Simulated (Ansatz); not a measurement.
**How the field gradients follow the size of the cell in ZnS**

Reference cell: a Materials Project structure (computed, not necessarily an observed phase), whose atoms a relaxation with PBE at fixed cell left in place.

```
Zn S
1.0
     3.80509    0.00000    0.00000
    -1.90254    3.29530    0.00000
     0.00000    0.00000   24.91593
Zn S
8 8
Direct
  0.33333 0.66667 0.12512
  0.00000 0.00000 0.00016
  0.66667 0.33333 0.62505
  0.66667 0.33333 0.87514
  0.00000 0.00000 0.75002
  0.33333 0.66667 0.50008
  0.00000 0.00000 0.37509
  0.66667 0.33333 0.25013
  0.66667 0.33333 0.34372
  0.66667 0.33333 0.71858
  0.33333 0.66667 0.21873
  0.00000 0.00000 0.84367
  0.66667 0.33333 0.96881
  0.00000 0.00000 0.09373
  0.33333 0.66667 0.59369
  0.00000 0.00000 0.46869
```

Atoms are numbered from 1 in the order listed; like atoms form one site, named after its first atom.

The numbers come from a DFT calculation in Ansatz (PBE, plane waves and PAW (field gradients read without the response of the frozen cores, which leaves them typically 4 to 6 % off), scalar-relativistic, 420 eV cutoff, Γ-centred 8×8×2 k-points, Fermi–Dirac smearing 0.02 eV).

The cell is scaled uniformly, and the ions keep their fractional positions. Five of the sites with a gradient are followed.

Task: How do the gradients (10²¹ V/m²) respond?

Result: 

```csv
V/V₀,Zn5 V_zz (η),S9 V_zz (η),S10 V_zz (η),S11 V_zz (η),S12 V_zz (η)
0.99,-0.088 (0.00),0.083 (0.00),0.12 (0.00),0.094 (0.00),0.29 (0.00)
1.00,-0.087 (0.00),0.081 (0.00),0.12 (0.00),0.092 (0.00),0.29 (0.00)
1.01,-0.086 (0.00),0.085 (0.00),0.13 (0.00),0.094 (0.00),0.29 (0.00)
1.02,-0.083 (0.00),0.084 (0.00),0.13 (0.00),0.093 (0.00),0.29 (0.00)
1.04,-0.079 (0.00),0.083 (0.00),0.13 (0.00),0.091 (0.00),0.29 (0.00)
```

Logarithmic slopes d ln|V_zz|/d ln V over the series, for the sites that change steadily: Zn5 -2.3. Point charges on a uniformly scaled lattice would give −1; charge that moves in the bonds makes the difference.
